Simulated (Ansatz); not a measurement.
Consider the following.

MgAl$_{2}$O$_{4}$:
```yaml
crystal:
  lattice:
    - [0.00000, 4.04203, 4.04203]
    - [4.04203, 0.00000, 4.04203]
    - [4.04203, 4.04203, 0.00000]
  atoms:
    - { symbol: Mg, position: [0.75000, 0.75000, 0.75000] }
    - { symbol: Mg, position: [0.50000, 0.50000, 0.50000] }
    - { symbol: Al, position: [0.62500, 0.12500, 0.12500] }
    - { symbol: Al, position: [0.12500, 0.12500, 0.62500] }
    - { symbol: Al, position: [0.12500, 0.62500, 0.12500] }
    - { symbol: Al, position: [0.12500, 0.12500, 0.12500] }
    - { symbol: O, position: [0.36142, 0.36142, 0.36142] }
    - { symbol: O, position: [0.33426, 0.88858, 0.88858] }
    - { symbol: O, position: [0.36142, 0.36142, 0.91574] }
    - { symbol: O, position: [0.88858, 0.33426, 0.88858] }
    - { symbol: O, position: [0.91574, 0.36142, 0.36142] }
    - { symbol: O, position: [0.88858, 0.88858, 0.88858] }
    - { symbol: O, position: [0.36142, 0.91574, 0.36142] }
    - { symbol: O, position: [0.88858, 0.88858, 0.33426] }
```

This is the r²SCAN-relaxed structure.

All from DFT-r²SCAN in the program Ansatz with PAW potentials, unless another level is named. Give the hole effective mass.

1.3, 4.6, 8.0 mₑ (principal values).

Next, the HSE06 gap on the r²SCAN cell?

7.18 eV.

Predict the formation energy from the elements (no fitted shifts).

-312 kJ/mol-atom.

And the valence-band maximum?

on the K–Γ line, 69 % of the way from K.

Next, the weight of the conduction-edge state by species (Voronoi cells)?

O 59 %, Al 22 %, Mg 19 %.

Space group Fd-3m (spinel). The cell was relaxed with r²SCAN under the symmetry of its start; of distortions, only those at the zone centre were tested. The references are the lowest solids computed at this level, not always the standard phases (solids in place of the gases).

Potentials: the later of the program's two PAW sets.
